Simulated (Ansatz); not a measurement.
# SiS2: a jump of H

How high is the barrier in SiS2 when interstitial H hops to an equivalent place? Supercell of 24 sites with charge -1; relaxed ends, then a climbing-image band.

Computed with Ansatz 0.2.0 (DFT PBE, scalar-relativistic, plane waves, PAW, unless a step's input says otherwise).

3 further runs of the same task are left out: 3 set aside as unsound or not needed.

**1. The system as given**

It takes space group Ibam (No. 72, orthorhombic). Conventional cell: a = 6.369 Å, b = 11.088 Å, c = 5.593 Å, α = 90.00°, β = 90.00°, γ = 90.00°. Around Si (site symmetry 222) lie 4 S at 2.15 Å. S (site symmetry m) has 2 Si at 2.15 Å as nearest neighbours.

Coordinates:

```
Si S
1.0
    -3.18470    5.54380    2.79634
     3.18470   -5.54380    2.79634
     3.18470    5.54380   -2.79634
Si S
2 4
Direct
  0.75000 0.75000 0.00000
  0.25000 0.25000 0.00000
  0.89603 0.81856 0.71459
  0.10397 0.18144 0.28541
  0.60397 0.31856 0.92253
  0.39603 0.68144 0.07747
```

It goes back to an entry of the Materials Project, which need not be the stable form.

This cell was relaxed beforehand with the same method: volume 32.91 Å³/atom, gap on the mesh 3.09 eV.

**2. Relaxing the first end**

The supercell's rows are 1 0 -1; 1 2 1; 1 0 1 in vectors of the relaxed cell. Atom 25 is the H that will move.

The input, input.yaml:

```yaml
crystal:
  lattice:
    - [-6.3694089842, 0.0, 5.5926732962]
    - [6.3694089842, 0.0, 5.5926732962]
    - [0.0, 11.0875936402, 0.0]
  atoms:
    - { symbol: Si, position: [0.375, 0.375, 0.0] }
    - { symbol: Si, position: [0.875, 0.375, 0.5] }
    - { symbol: Si, position: [0.875, 0.875, 0.0] }
    - { symbol: Si, position: [0.375, 0.875, 0.5] }
    - { symbol: Si, position: [0.125, 0.125, 0.0] }
    - { symbol: Si, position: [0.625, 0.125, 0.5] }
    - { symbol: Si, position: [0.625, 0.625, 0.0] }
    - { symbol: Si, position: [0.125, 0.625, 0.5] }
    - { symbol: S, position: [0.0907193284, 0.4092806716, 0.3960278357] }
    - { symbol: S, position: [0.5907193284, 0.4092806716, 0.8960278357] }
    - { symbol: S, position: [0.5907193284, 0.9092806716, 0.3960278357] }
    - { symbol: S, position: [0.0907193284, 0.9092806716, 0.8960278357] }
    - { symbol: S, position: [0.9092806716, 0.0907193284, 0.1039721643] }
    - { symbol: S, position: [0.4092806716, 0.0907193284, 0.6039721643] }
    - { symbol: S, position: [0.4092806716, 0.5907193284, 0.1039721643] }
    - { symbol: S, position: [0.9092806716, 0.5907193284, 0.6039721643] }
    - { symbol: S, position: [0.8407193284, 0.1592806716, 0.6039721643] }
    - { symbol: S, position: [0.3407193284, 0.1592806716, 0.1039721643] }
    - { symbol: S, position: [0.3407193284, 0.6592806716, 0.6039721643] }
    - { symbol: S, position: [0.8407193284, 0.6592806716, 0.1039721643] }
    - { symbol: S, position: [0.1592806716, 0.3407193284, 0.8960278357] }
    - { symbol: S, position: [0.6592806716, 0.3407193284, 0.3960278357] }
    - { symbol: S, position: [0.6592806716, 0.8407193284, 0.8960278357] }
    - { symbol: S, position: [0.1592806716, 0.8407193284, 0.3960278357] }
    - { symbol: H, position: [0.6765338857, 0.3053605086, 0.1202780589] }
total_charge: -1
basis:
  ecutwfc: 420
  xc_grid: 2
kpoints:
  mp_grid: { grid: [2, 2, 2], shift: [0.5, 0.5, 0.5] }
hamiltonian:
  xc: pbe
scf:
  occupations: { method: gaussian, width: 0.02 }
output:
  forces: true
  stress: false
  eigenvalues: true
  write_density: true
  write_potential: true
  elf: true
  volumetric_format: npy
relax:
  adjacent_minimum: "off"
  f_tol: 0.02
  max_steps: 60
```

On the command line:

```bash
> ansatz run input.yaml --threads 4 --pin off --max-ram 8192MiB --backend cpu --events-out ev --progress --plain --runs-dir out
```

The session goes on with these runs: nudged elastic band, a jump of 2.01 Å.

**Question.** What will these runs give? Wanted: barrier forwards; barrier backwards; second end relative to first; highest image; neighbours of H at the start; at the top.

**Answer**, as computed:

| quantity | value |
| --- | --- |
| barrier forwards | 1.555 eV |
| barrier backwards | 1.555 eV |
| second end relative to first | 0.000 eV |
| highest image | 3 of 0 to 6, climbing |
| band iterations | 9 |
| neighbours of H at the start; at the top | 1 Si at 1.48 Å, 2 S at 2.75 Å, 1 S at 2.98 Å, 1 S at 2.99 Å; 2 Si at 1.94 Å, 4 S at 2.80 Å |

In words: Along this path the system climbs 1.55 eV from the first end (60 kT at 300 K); with a typical attempt rate of 10^13 per second that is roughly 10^-13 events a second. The ends differ by 1 meV at most. The input switches the test of curvatures off, so the top was not shown to be a first-order saddle. In a cell of 24 sites the barrier is good to about a tenth of an eV.
